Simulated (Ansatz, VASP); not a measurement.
## Rh in VASP and in Ansatz

```xyz
1
Lattice="0.0000 1.9016 1.9016 1.9016 0.0000 1.9016 1.9016 1.9016 0.0000" Properties=species:S:1:pos:R:3 pbc="T T T"
Rh    0.0000    0.0000    0.0000
```

Alike in both runs: task single point; functional PBE; k mesh 16 × 16 × 16; occupations fermi-dirac, width 0.08 eV; no spin polarisation.

|  | VASP | Ansatz |
| --- | --- | --- |
| version | VASP 6.6.1 | Ansatz 0.2.0 |
| potentials or method | VASP PAW PBE potentials, release 64 (Rh_pv), cutoff 520 eV | all-electron LAPW, scalar-relativistic |

```csv
,VASP,Ansatz,Ansatz less VASP
pressure (GPa),6.1,6.0,-0.07
```

Ansatz ran all-electron here, so the differences hold the error of VASP's frozen core and of both bases.
